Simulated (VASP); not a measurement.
# Sn (Immm) in VASP: further runs

One crystal, Sn, is run at these levels: PBEsol; tasks: single point.

Everything below comes from runs of VASP 6.6.1. Logs are shortened: lines on timing, memory, paths and dates and some standing lists are left out, and cuts for length are marked.

## 1. The cell of the first run

Symmetry: Immm, No. 71, orthorhombic system. Conventional cell: a = 3.321 Å, b = 3.685 Å, c = 4.704 Å, α = 90.00°, β = 90.00°, γ = 90.00°. Around Sn (site symmetry mmm) lie 12 Sn at 3.32 to 3.69 Å.

This isn't the form of Sn at room conditions, which is tetragonal (white tin).

## 2. Single point, PBEsol (strained and moved within the space group)

INCAR

```
ALGO = Fast ; EDIFF = 1E-6
ENCUT = 520 ; GGA = PS
ISIF = 2 ; ISMEAR = 0
LASPH = True ; LCHARG = False
LREAL = False ; LWAVE = False
NBANDS = 13 ; NELM = 100
PREC = Accurate ; SIGMA = 0.1
```

KPOINTS

```
k-points
0
Gamma
  16 16 16
```

POSCAR

```
Sn
1.0
   -1.6605506794      1.8426981875      2.3517640831
    1.6605506794     -1.8426981875      2.3517640831
    1.6605506794      1.8426981875     -2.3517640831
Sn
1
Direct
    0.0000000000      0.0000000000      0.0000000000
```

Potentials or basis: VASP PAW PBE potentials, release 64 (Sn_d).

The run is started by

```bash
cat potpaw_PBE.64/Sn_d/POTCAR > POTCAR
mpirun -np 1 vasp_std > vasp.out
```

OUTCAR:

```text
EDIFF = 1E-6
   ENCUT = 520
   GGA = PS
   ISIF = 2
   ISMEAR = 0
   LASPH = True
   LREAL = False
   NELM = 100
   PREC = Accurate

 ion  position               nearest neighbor table
   1  0.000  0.000  0.000-

  LATTYP: Found a body centered orthorhombic cell.
 ALAT       =     3.3211013588
 B/A-ratio  =     1.1096910262
 C/A-ratio  =     1.4162555303

  Lattice vectors:

 A1 = (  -1.6605506794,   1.8426981875,   2.3517640831)
 A2 = (   1.6605506794,  -1.8426981875,   2.3517640831)
 A3 = (   1.6605506794,   1.8426981875,  -2.3517640831)

Analysis of symmetry for initial positions (statically):
=====================================================================
 Subroutine PRICEL returns:
 Original cell was already a primitive cell.

 Routine SETGRP: Setting up the symmetry group for a
 body centered orthorhombic supercell.

 Subroutine GETGRP returns: Found  8 space group operations
 (whereof  8 operations were pure point group operations)
 out of a pool of  8 trial point group operations.

The static configuration has the point symmetry D_2h.

Analysis of symmetry for dynamics (positions and initial velocities):
=====================================================================
 Subroutine PRICEL returns:
 Original cell was already a primitive cell.

 Routine SETGRP: Setting up the symmetry group for a
 body centered orthorhombic supercell.

 Subroutine GETGRP returns: Found  8 space group operations
 (whereof  8 operations were pure point group operations)
 out of a pool of  8 trial point group operations.

The dynamic configuration has the point symmetry D_2h.

 Subroutine INISYM returns: Found  8 space group operations
 (whereof  8 operations are pure point group operations),
 and found     1 'primitive' translations

----------------------------------------------------------------------------------------

                                     Primitive cell

  volume of cell :      28.7846

  direct lattice vectors                    reciprocal lattice vectors
    -1.660550679  1.842698187  2.351764083     0.000000000  0.271341234  0.212606359
     1.660550679 -1.842698187  2.351764083     0.301104932  0.000000000  0.212606359
     1.660550679  1.842698187 -2.351764083     0.301104932  0.271341234  0.000000000

  length of vectors
     3.418151470  3.418151470  3.418151470     0.344713692  0.368599572  0.405327331

  position of ions in fractional coordinates (direct lattice)
     0.000000000  0.000000000  0.000000000

  ion indices of the primitive-cell ions
[... 85 lines left out ...]
   NELECT =      14.0000    total number of electrons
   NUPDOWN=      -1.0000    fix difference up-down
   EMIN   =  10.00;   EMAX   =-10.00  energy-range for DOS
   EFERMI =   0.00;   METHOD = LEGACY
   ISMEAR =     0;   SIGMA  =   0.10  broadening in eV -4-tet -1-fermi 0-gaus
   EFERMI_NEDOS =   21; number of points for ismear=-14 and -15
   IALGO  =     68    algorithm
   IMIX   =      4    mixing-type and parameters
     AMIX     =   0.40;   BMIX     =  1.00
     AMIX_MAG =   1.60;   BMIX_MAG =  1.00
  volume/ion in A,a.u.               =      28.78       194.25
  Fermi-wavevector in a.u.,A,eV,Ry     =   1.287451  2.432930 22.552077  1.657531
  Thomas-Fermi vector in A             =   2.419465
   LORBIT       =      0    0 simple, 1 ext, 2 COOP (PROOUT), +10 PAW based schemes
   GGA     = PS    functional components
   LHFCALC =     F    Hartree Fock is set to
   AEXX    =    0.0000 exact exchange contribution
   IVDW    =     0    specifies the selected vdW correction
   LEPSILON=     F    determine dielectric tensor
   LRPA    =     F    only Hartree local field effects (RPA)
 non-spin polarized calculation
 RMM-DIIS sequential band-by-band and
 Gauss-broadening in eV      SIGMA  =   0.10
  energy-cutoff  :      520.00
  volume of cell :       28.78
 maximum number of plane-waves:       787
 NGX is ok and might be reduce to    28
   NGX = 13   NGY = 13   NGZ = 13

 number of electron      14.0000000 magnetization

 Free energy of the ion-electron system (eV)
  ---------------------------------------------------
  ext. energy  EPLUGINS =         0.00000000
  ---------------------------------------------------
  free energy    TOTEN  =        -4.19792010 eV

  energy without entropy =       -4.19512251  energy(sigma->0) =       -4.19652130

 E-fermi :   7.2914     XC(G=0): -10.2316

 val. band max:        7.2901699462   @ k =   0.2500  -0.2500   0.2500
 cond. band min:       7.2918708012   @ k =   0.3125   0.3125   0.1875
 fundamental gap:      0.0017008549
 Fermi energy:         7.2913507587

 k-point     1 :       0.0000    0.0000    0.0000
  band No.  band energies     occupation
      1     -14.1599      2.00000
      2     -14.1344      2.00000
      3     -14.1098      2.00000
      4     -14.0751      2.00000
      5     -14.0436      2.00000
      6      -3.4573      2.00000
      7      13.5730      0.00000
      8      14.0938      0.00000
      9      15.6206      0.00000
     10      17.5794      0.00000
     11      18.2220      0.00000
     12      18.3397      0.00000
     13      20.0677      0.00000
[... 354 lines left out ...]
  band No.  band energies     occupation
      1     -14.1545      2.00000
      2     -14.1289      2.00000
      3     -14.1039      2.00000
      4     -14.0750      2.00000
      5     -14.0427      2.00000
      6      -3.1994      2.00000
      7      11.8810      0.00000
      8      13.2646      0.00000
      9      14.8723      0.00000
     10      17.4312      0.00000
     11      18.9631      0.00000
     12      19.5599      0.00000
     13      20.3674      0.00000

 [... further k-points ...]

------------------------ aborting loop because EDIFF is reached ----------------------------------------

  FORCE on cell =-STRESS in cart. coord.  units (eV):
  Direction    XX          YY          ZZ          XY          YZ          ZX
  --------------------------------------------------------------------------------------
  -------------------------------------------------------------------------------------
  Total       -0.4135195     -0.8026810     -0.6988207      0.0000000      0.0000000      0.0000000
  in kB      -23.0168800    -44.6779735    -38.8970134      0.0000000      0.0000000      0.0000000
  external PRESSURE =     -35.5306223 kB  Pullay stress =       0.0000000 kB

 VOLUME and BASIS-vectors are now :
 -----------------------------------------------------------------------------
  energy-cutoff  :      520.00
  volume of cell :       28.78
      direct lattice vectors                 reciprocal lattice vectors
    -1.660550679  1.842698187  2.351764083     0.000000000  0.271341234  0.212606359
     1.660550679 -1.842698187  2.351764083     0.301104932  0.000000000  0.212606359
     1.660550679  1.842698187 -2.351764083     0.301104932  0.271341234  0.000000000

 POSITION                                       TOTAL-FORCE (eV/Angst)
 -----------------------------------------------------------------------------------
      0.00000      0.00000      0.00000         0.000000      0.000000      0.000000
 -----------------------------------------------------------------------------------
    total drift:                               -0.000000     -0.000000     -0.000000

  FREE ENERGIE OF THE ION-ELECTRON SYSTEM (eV)
  ---------------------------------------------------
  free  energy   TOTEN  =        -4.1979200959 eV

  energy  without entropy=       -4.1951225137  energy(sigma->0) =       -4.19652130
```

OSZICAR:

```text
N       E                     dE             d eps       ncg     rms          rms(c)
DAV:   1     0.805529885572E+02    0.80553E+02   -0.71962E+03 16592   0.157E+03
DAV:   2     0.153217731346E+01   -0.79021E+02   -0.76564E+02 17071   0.340E+02
DAV:   3    -0.409414726688E+01   -0.56263E+01   -0.56047E+01 19177   0.737E+01
DAV:   4    -0.421216387602E+01   -0.11802E+00   -0.11799E+00 19680   0.114E+01
DAV:   5    -0.421630594847E+01   -0.41421E-02   -0.41419E-02 21293   0.207E+00    0.121E+00
RMM:   6    -0.420213362801E+01    0.14172E-01   -0.13710E-02 20426   0.153E+00    0.679E-01
RMM:   7    -0.419806489672E+01    0.40687E-02   -0.95866E-03 20416   0.114E+00    0.106E-01
RMM:   8    -0.419787928820E+01    0.18561E-03   -0.88330E-04 22499   0.441E-01    0.261E-02
RMM:   9    -0.419791709866E+01   -0.37810E-04   -0.38465E-04 25118   0.181E-01    0.229E-02
RMM:  10    -0.419791768549E+01   -0.58684E-06   -0.59908E-05 21689   0.114E-01    0.422E-03
RMM:  11    -0.419791958483E+01   -0.18993E-05   -0.32354E-05 26140   0.557E-02    0.721E-03
RMM:  12    -0.419792009585E+01   -0.51103E-06   -0.33439E-06 16944   0.179E-02
   1 F= -.41979201E+01 E0= -.41965213E+01  d E =-.279758E-02
```

stdout:

```text
POSCAR found type information on POSCAR Sn
 POSCAR found :  1 types and       1 ions
 scaLAPACK will be used
 -----------------------------------------------------------------------------
|                                                                             |
|                                                                             |
|     You enforced a specific xc type in the INCAR file but a different       |
|     I HOPE YOU KNOW WHAT YOU ARE DOING!                                     |
|                                                                             |
 -----------------------------------------------------------------------------

 LDA part: xc-table for (Slater+PW92), standard interpolation
 POSCAR, INCAR and KPOINTS ok, starting setup
 FFT: planning ... GRIDC
 FFT: planning ... GRID_SOFT
 FFT: planning ... GRID
 WAVECAR not read
 entering main loop
WARNING in EDDRMM: call to ZHEGV failed, returncode =   6  3     10
WARNING in EDDRMM: call to ZHEGV failed, returncode =   6  3     11
WARNING in EDDRMM: call to ZHEGV failed, returncode =   6  3     10
WARNING in EDDRMM: call to ZHEGV failed, returncode =   6  3     10
WARNING in EDDRMM: call to ZHEGV failed, returncode =   8  4     11
WARNING in EDDRMM: call to ZHEGV failed, returncode =   8  4     12
```

It took 2.2 min on 1 thread of Intel Xeon Platinum 8559C (Emerald Rapids), shared host; peak memory 0.32 GiB.

What came out:

| Quantity | Value |
| --- | --- |
| Free energy | -4.1979 eV |
| Pressure | -3.6 GPa |
| Band gap on the k mesh | none (metal or under the smearing width) |

Caveat: the PAW data sets were made with another functional, which shifts forces and pressure a little.

## 3. Single point, PBEsol (strained and moved within the space group)

INCAR

```
PREC = Accurate ; ENCUT = 520
EDIFF = 1E-6 ; ISMEAR = 0
SIGMA = 0.1 ; LREAL = False
LASPH = True ; NELM = 100
ALGO = Fast ; ISIF = 2
LWAVE = False ; LCHARG = True
GGA = PS ; LELF = True
LVHAR = True ; NBANDS = 13
```

KPOINTS

```
Automatic mesh
0
Gamma
  16 16 16
```

POSCAR

```
Sn
1.0
   -1.6691661090      1.8588734207      2.2146203248
    1.6691661090     -1.8588734207      2.2146203248
    1.6691661090      1.8588734207     -2.2146203248
Sn
1
Direct
    0.0000000000      0.0000000000      0.0000000000
```

Potentials or basis: VASP PAW PBE potentials, release 64 (Sn_d).

The run is started by

```bash
cat potpaw_PBE.64/Sn_d/POTCAR > POTCAR
mpirun -np 1 vasp_std > vasp.out
```

OUTCAR:

```text
PREC = Accurate
   ENCUT = 520
   EDIFF = 1E-6
   ISMEAR = 0
   LREAL = False
   LASPH = True
   NELM = 100
   ISIF = 2
   GGA = PS

 ion  position               nearest neighbor table
   1  0.000  0.000  0.000-

  LATTYP: Found a body centered orthorhombic cell.
 ALAT       =     3.3383322180
 B/A-ratio  =     1.1136539441
 C/A-ratio  =     1.3267824651

  Lattice vectors:

 A1 = (  -1.6691661090,   1.8588734207,   2.2146203248)
 A2 = (   1.6691661090,  -1.8588734207,   2.2146203248)
 A3 = (   1.6691661090,   1.8588734207,  -2.2146203248)

Analysis of symmetry for initial positions (statically):
=====================================================================
 Subroutine PRICEL returns:
 Original cell was already a primitive cell.

 Routine SETGRP: Setting up the symmetry group for a
 body centered orthorhombic supercell.

 Subroutine GETGRP returns: Found  8 space group operations
 (whereof  8 operations were pure point group operations)
 out of a pool of  8 trial point group operations.

The static configuration has the point symmetry D_2h.

Analysis of symmetry for dynamics (positions and initial velocities):
=====================================================================
[... 164 lines left out ...]
 Fermi energy:         7.8236096022

 k-point     1 :       0.0000    0.0000    0.0000
  band No.  band energies     occupation
      1     -13.6541      2.00000
      2     -13.5998      2.00000
      3     -13.5894      2.00000
      4     -13.5687      2.00000
      5     -13.4941      2.00000
      6      -3.2411      2.00000
      7      14.5879      0.00000
      8      14.9181      0.00000
      9      16.5765      0.00000
     10      18.4038      0.00000
     11      19.0868      0.00000
     12      19.3237      0.00000
     13      20.9423      0.00000
[... 354 lines left out ...]
  band No.  band energies     occupation
      1     -13.6466      2.00000
      2     -13.5927      2.00000
      3     -13.5860      2.00000
      4     -13.5651      2.00000
      5     -13.4957      2.00000
      6      -2.9803      2.00000
      7      12.7757      0.00000
      8      14.2447      0.00000
      9      15.7124      0.00000
     10      18.2538      0.00000
     11      19.6101      0.00000
     12      19.9149      0.00000
     13      21.2892      0.00000

 [... further k-points ...]
[... 5 lines left out ...]
  --------------------------------------------------------------------------------------
  -------------------------------------------------------------------------------------
  Total       -0.1356171     -0.4041469     -0.4044938      0.0000000      0.0000000      0.0000000
  in kB       -7.9052645    -23.5581497    -23.5783722      0.0000000      0.0000000      0.0000000
  external PRESSURE =     -18.3472621 kB  Pullay stress =       0.0000000 kB

 VOLUME and BASIS-vectors are now :
 -----------------------------------------------------------------------------
  energy-cutoff  :      520.00
  volume of cell :       27.49
      direct lattice vectors                 reciprocal lattice vectors
    -1.669166109  1.858873421  2.214620325     0.000000000  0.268980122  0.225772334
     1.669166109 -1.858873421  2.214620325     0.299550774  0.000000000  0.225772334
     1.669166109  1.858873421 -2.214620325     0.299550774  0.268980122  0.000000000

 POSITION                                       TOTAL-FORCE (eV/Angst)
 -----------------------------------------------------------------------------------
      0.00000      0.00000      0.00000         0.000000      0.000000     -0.000000
 -----------------------------------------------------------------------------------
    total drift:                               -0.000000     -0.000000     -0.000000

  FREE ENERGIE OF THE ION-ELECTRON SYSTEM (eV)
  ---------------------------------------------------
  free  energy   TOTEN  =        -4.2228998167 eV

  energy  without entropy=       -4.2202716907  energy(sigma->0) =       -4.22158575
```

It took 2.4 min on 1 thread of Intel Xeon Platinum 8559C (Emerald Rapids), shared host; peak memory 0.32 GiB.

Results:

```
Free energy            : -4.2229 eV
Pressure               : -1.8 GPa
Band gap on the k mesh : none (metal or under the smearing width)
```

Caveat: the PAW data sets were made with another functional, which shifts forces and pressure a little.
